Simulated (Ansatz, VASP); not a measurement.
**LiF: VASP beside Ansatz**

```xyz
2
Lattice="0.0000 1.9413 1.9413 1.9413 0.0000 1.9413 1.9413 1.9413 0.0000" Properties=species:S:1:pos:R:3 pbc="T T T"
Li    0.0000    0.0000    0.0000
F     1.9413    1.9413    1.9413
```

Alike in both runs: task single point; functional LDA; k mesh 10 × 10 × 10; no spin polarisation.

```csv
,VASP,Ansatz
version,VASP 6.6.1,Ansatz 0.2.0
potentials or method,"VASP PAW LDA potentials, release 64 (Li_sv, F)","scalar-relativistic, plane waves, PAW"
plane-wave cutoff (eV),520,420
occupations,"gaussian, width 0.01 eV",fixed
valence electrons in the cell,10,10
```

```tsv
	VASP	Ansatz	Ansatz less VASP
gap on the k mesh at the Fermi level (eV)	9.89	9.90	+0.009
least direct gap on the mesh (eV)	9.89	9.90	+0.009
```

 A k mesh can miss the band edges.
